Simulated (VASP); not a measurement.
# ZnSe (Stilleite) (F-43m) in VASP: further runs, part 3 of 3

VASP 6.6.1.

## Step 6: Relaxation of the atoms, PBE+D3(BJ) (a relaxed cell with its volume scaled by 1.02)

INCAR

```
ALGO = Normal
EDIFF = 1E-7
EDIFFG = -0.01
ENCUT = 600
GGA = PE
IBRION = 2
ISIF = 2
ISMEAR = 0
IVDW = 12
LASPH = T
LCHARG = F
LREAL = F
LWAVE = F
NELM = 80
NSW = 40
PREC = Accurate
SIGMA = 0.03
```

KPOINTS

```
k-points
0
Gamma
  8 8 8
```

POSCAR

```
ZnSe                                    
1.0
    0.0000000000      2.8499728291      2.8499728291
    2.8499728291     -0.0000000000      2.8499728291
    2.8499728291      2.8499728291      0.0000000000
  Zn              Se            
     1     1
Direct
     1.0000000000000000    1.0000000000000000    1.0000000000000000
     0.2500000000000000    0.2500000000000000    0.2500000000000000
```

Potentials or basis: VASP PAW PBE potentials, release 64 (Zn, Se).

On the command line:

```sh
> cat potpaw_PBE.64/Zn/POTCAR potpaw_PBE.64/Se/POTCAR > POTCAR
> mpirun -np 1 vasp_std > vasp.out
```

OUTCAR:

```text
EDIFF = 1E-7
   EDIFFG = -0.01
   ENCUT = 600
   GGA = PE
   IBRION = 2
   ISIF = 2
   ISMEAR = 0
   IVDW = 12
   LASPH = T
   LREAL = F
   NELM = 80
   NSW = 40
   PREC = Accurate
 IVDW          = 12

 ion  position               nearest neighbor table
   1  0.000  0.000  0.000-   2 2.47   2 2.47   2 2.47   2 2.47
   2  0.250  0.250  0.250-   1 2.47   1 2.47   1 2.47   1 2.47

  LATTYP: Found a face centered cubic cell.
 ALAT       =     5.6999456582

  Lattice vectors:

 A1 = (   0.0000000000,   2.8499728291,   2.8499728291)
 A2 = (   2.8499728291,   0.0000000000,   2.8499728291)
 A3 = (   2.8499728291,   2.8499728291,   0.0000000000)

Analysis of symmetry for initial positions (statically):
=====================================================================
 Subroutine PRICEL returns:
 Original cell was already a primitive cell.

 Routine SETGRP: Setting up the symmetry group for a
 face centered cubic supercell.

 Subroutine GETGRP returns: Found 24 space group operations
 (whereof 24 operations were pure point group operations)
 out of a pool of 48 trial point group operations.

The static configuration has the point symmetry T_d .

Analysis of symmetry for dynamics (positions and initial velocities):
=====================================================================
 Subroutine PRICEL returns:
 Original cell was already a primitive cell.

 Routine SETGRP: Setting up the symmetry group for a
 face centered cubic supercell.

 Subroutine GETGRP returns: Found 24 space group operations
 (whereof 24 operations were pure point group operations)
 out of a pool of 48 trial point group operations.

The dynamic configuration has the point symmetry T_d .

 Subroutine INISYM returns: Found 24 space group operations
 (whereof 24 operations are pure point group operations),
 and found     1 'primitive' translations

----------------------------------------------------------------------------------------

                                     Primitive cell

  volume of cell :      46.2969

  direct lattice vectors                    reciprocal lattice vectors
     0.000000000  2.849972829  2.849972829    -0.175440269  0.175440269  0.175440269
     2.849972829  0.000000000  2.849972829     0.175440269 -0.175440269  0.175440269
     2.849972829  2.849972829  0.000000000     0.175440269  0.175440269 -0.175440269

  length of vectors
     4.030470227  4.030470227  4.030470227     0.303871460  0.303871460  0.303871460

  position of ions in fractional coordinates (direct lattice)
     0.000000000  0.000000000  0.000000000
     0.250000000  0.250000000  0.250000000

  ion indices of the primitive-cell ions
   primitive index   ion index
                 1           1
                 2           2

----------------------------------------------------------------------------------------

 KPOINTS: k-points

Automatic generation of k-mesh.
 Grid dimensions read from file:
 generate k-points for:    8    8    8

 Generating k-lattice:

  Cartesian coordinates                     Fractional coordinates (reciprocal lattice)
    -0.021930034  0.021930034  0.021930034     0.125000000  0.000000000  0.000000000
     0.021930034 -0.021930034  0.021930034     0.000000000  0.125000000  0.000000000
     0.021930034  0.021930034 -0.021930034     0.000000000  0.000000000  0.125000000

[... 42 lines left out ...]
   dimension x,y,z NGXF=    64 NGYF=   64 NGZF=   64
   ions per type =               1   1
   NGX,Y,Z   is equivalent  to a cutoff of  13.20, 13.20, 13.20 a.u.
   NGXF,Y,Z  is equivalent  to a cutoff of  26.40, 26.40, 26.40 a.u.
 SYSTEM =  unknown system
   PREC   = accura    normal or accurate (medium, high low for compatibility)
   ISTART =      0    job   : 0-new  1-cont  2-samecut
   ICHARG =      2    charge: 1-file 2-atom 10-const
   ISPIN  =      1    spin polarized calculation?
   LNONCOLLINEAR =      F non collinear calculations
   LSORBIT =      F    spin-orbit coupling
   LASPH  =      T    aspherical Exc in radial PAW
   ENCUT  =  600.0 eV  44.10 Ry    6.64 a.u.   8.05  8.05  8.05*2*pi/ulx,y,z
   NELM   =     80;   NELMIN=  2; NELMDL= -5     # of ELM steps
   EDIFF  = 0.1E-06   stopping-criterion for ELM
   LREAL  =      F    real-space projection
   EDIFFG = -.1E-01   stopping-criterion for IOM
   NSW    =     40    number of steps for IOM
   IBRION =      2    ionic relax: 0-MD 1-quasi-New 2-CG
   NFREE  =      1    steps in history (QN), initial steepest desc. (CG)
   ISIF   =      2    stress and relaxation
   ISYM   =      2    0-nonsym 1-usesym 2-fastsym
   POTIM  = 0.5000    time-step for ionic-motion
   TEBEG  =    0.0;   TEEND  =   0.0 temperature during run
   PSTRESS=    0.0 pullay stress
   NELECT =      18.0000    total number of electrons
   NUPDOWN=      -1.0000    fix difference up-down
   EMIN   =  10.00;   EMAX   =-10.00  energy-range for DOS
   EFERMI =   0.00;   METHOD = LEGACY
   ISMEAR =     0;   SIGMA  =   0.03  broadening in eV -4-tet -1-fermi 0-gaus
   EFERMI_NEDOS =   21; number of points for ismear=-14 and -15
   IALGO  =     38    algorithm
   IMIX   =      4    mixing-type and parameters
     AMIX     =   0.40;   BMIX     =  1.00
     AMIX_MAG =   1.60;   BMIX_MAG =  1.00
  volume/ion in A,a.u.               =      23.15       156.21
  Fermi-wavevector in a.u.,A,eV,Ry     =   1.194854  2.257947 19.424722  1.427677
  Thomas-Fermi vector in A             =   2.330834
   LORBIT       =      0    0 simple, 1 ext, 2 COOP (PROOUT), +10 PAW based schemes
   GGA     = PE    functional components
   LHFCALC =     F    Hartree Fock is set to
   AEXX    =    0.0000 exact exchange contribution
   IVDW    =    12    specifies the selected vdW correction
   LEPSILON=     F    determine dielectric tensor
   LRPA    =     F    only Hartree local field effects (RPA)
 conjugate gradient relaxation of ions
 non-spin polarized calculation
 Gauss-broadening in eV      SIGMA  =   0.03
  energy-cutoff  :      600.00
  volume of cell :       46.30
 maximum number of plane-waves:      1572
   NGX = 17   NGY = 17   NGZ = 17

 number of electron      18.0000003 magnetization

 Free energy of the ion-electron system (eV)
  ---------------------------------------------------
  ext. energy  EPLUGINS =         0.00000000
  ---------------------------------------------------
  free energy    TOTEN  =        -6.02863597 eV

  energy without entropy =       -6.02863597  energy(sigma->0) =       -6.02863597

 E-fermi :   1.6263     XC(G=0):  -9.2438

 val. band max:        1.4681195108   @ k =   0.0000   0.0000   0.0000
 cond. band min:       2.6899582221   @ k =   0.0000   0.0000   0.0000
 fundamental gap:      1.2218387113
 Fermi energy:         1.6262576361

 k-point     1 :       0.0000    0.0000    0.0000
  band No.  band energies     occupation
      1     -11.6828      2.00000
      2      -5.0178      2.00000
      3      -5.0178      2.00000
      4      -5.0178      2.00000
      5      -4.6635      2.00000
      6      -4.6635      2.00000
      7       1.4681      2.00000
      8       1.4681      2.00000
      9       1.4681      2.00000
     10       2.6900      0.00000
     11       7.2738      0.00000
     12       7.2738      0.00000
     13       7.2738      0.00000
[... 354 lines left out ...]
  band No.  band energies     occupation
      1     -10.7959      2.00000
      2      -4.9169      2.00000
      3      -4.8824      2.00000
      4      -4.6928      2.00000
      5      -4.6565      2.00000
      6      -4.4622      2.00000
      7      -3.3296      2.00000
      8      -0.8827      2.00000
      9       0.0461      2.00000
     10       5.6458      0.00000
     11       7.0298      0.00000
     12       8.8333      0.00000
     13      10.0835      0.00000

 [... further k-points ...]

------------------------ aborting loop because EDIFF is reached ----------------------------------------

 Edisp (eV)   -0.63241

 E8    (eV) :    -0.2642

  FORCE on cell =-STRESS in cart. coord.  units (eV):
  Direction    XX          YY          ZZ          XY          YZ          ZX
  --------------------------------------------------------------------------------------
  -------------------------------------------------------------------------------------
  Total      -0.34900    -0.34900    -0.34900     0.00000     0.00000     0.00000
  in kB     -12.07756   -12.07756   -12.07756     0.00000     0.00000     0.00000
  external pressure =      -12.08 kB  Pullay stress =        0.00 kB

 VOLUME and BASIS-vectors are now :
 -----------------------------------------------------------------------------
  energy-cutoff  :      600.00
  volume of cell :       46.30
      direct lattice vectors                 reciprocal lattice vectors
     0.000000000  2.849972829  2.849972829    -0.175440269  0.175440269  0.175440269
     2.849972829  0.000000000  2.849972829     0.175440269 -0.175440269  0.175440269
     2.849972829  2.849972829  0.000000000     0.175440269  0.175440269 -0.175440269

 POSITION                                       TOTAL-FORCE (eV/Angst)
 -----------------------------------------------------------------------------------
      0.00000      0.00000      0.00000         0.000000      0.000000      0.000000
      1.42499      1.42499      1.42499        -0.000000     -0.000000     -0.000000
 -----------------------------------------------------------------------------------
    total drift:                                0.000000      0.000000      0.000000

  FREE ENERGIE OF THE ION-ELECTRON SYSTEM (eV)
  ---------------------------------------------------
  free  energy   TOTEN  =        -6.6610417298 eV

  energy  without entropy=       -6.6610417298  energy(sigma->0) =       -6.66104173

 reached required accuracy - stopping structural energy minimisation
```

Run time: 8.2 s. Hardware: 1 thread of Intel Xeon 6975P-C (Granite Rapids), shared host; peak memory 0.19 GiB.

Results:

| Property | Result |
| --- | --- |
| Free energy | -6.6610 eV |
| Pressure after relaxing | -1.2 GPa |
| Band gap on the k mesh | 1.22 eV, direct |
| Dispersion energy per atom | -0.316 eV |

Final structure:
```yaml
crystal:
  lattice:
    - [0.00000, 2.84997, 2.84997]
    - [2.84997, 0.00000, 2.84997]
    - [2.84997, 2.84997, 0.00000]
  atoms:
    - { symbol: Zn, position: [0.00000, 0.00000, 0.00000] }
    - { symbol: Se, position: [0.25000, 0.25000, 0.25000] }
```

Levels at points of the mesh, in eV from the valence-band top:
```csv
k point,band 5,band 6,band 7,band 8,band 9,band 10,band 11,band 12,band 13
"(0.00, 0.00, 0.00)",-6.13,-6.13,0.00,0.00,0.00,1.22,5.81,5.81,5.81
"(0.50, 0.00, 0.00)",-6.11,-5.98,-5.12,-0.84,-0.84,2.51,6.38,6.38,8.53
"(0.50, 0.50, 0.00)",-6.09,-5.96,-4.68,-2.12,-2.12,3.02,3.46,10.62,11.13
```

Caveat: the relaxation stopped at its first step, so nothing moved.

## Step 7: Overview

| cell | gap on the mesh (eV) | pressure (GPa) |
| --- | --- | --- |
| atoms relaxed from: a relaxed cell with its volume scaled by 0.94 | 1.56 | 4.5 |
| atoms relaxed from: a relaxed cell with its volume scaled by 0.96 | 1.47 | 2.8 |
| atoms relaxed from: a relaxed cell with its volume scaled by 0.98 | 1.38 | 1.3 |
| atoms relaxed | 1.30 | 0.0 |
| atoms relaxed from: a relaxed cell with its volume scaled by 1.02 | 1.22 | -1.2 |

Alike in all rows: task relaxation of the atoms; level PBE+D3(BJ); potentials or basis VASP PAW PBE potentials, release 64 (Zn, Se); no spin polarisation; k mesh 8 × 8 × 8; cutoff (eV) 600; smearing gaussian 0.03 eV.

Caveats: the relaxation stopped at its first step, so nothing moved.

Total energies depend on the potentials used, so only differences within one code and one set of settings carry meaning.

## Step 8: Comparison with measurements

Step 5. Against the measured gap of ZnSe, 2.695 eV (an exciton energy, a little under the gap; 300 K; “Alloy Disordering Effects on the Thermal Conductivity and Energy Gap Temperature Dependence of Cd1−xZnxSe Ternary Crystals Grown by the Bridgman Method”, 2023, pmc:10253836), the calculated 1.30 eV is off by -1.39 eV. So large a miss can be the level of theory's own, or it may mean another phase, state or a wrong row. Spin-orbit coupling on Se is left out. The value is that of PBE+D3(BJ), without temperature or zero-point motion. Semilocal functionals fall short of measured gaps as a rule.
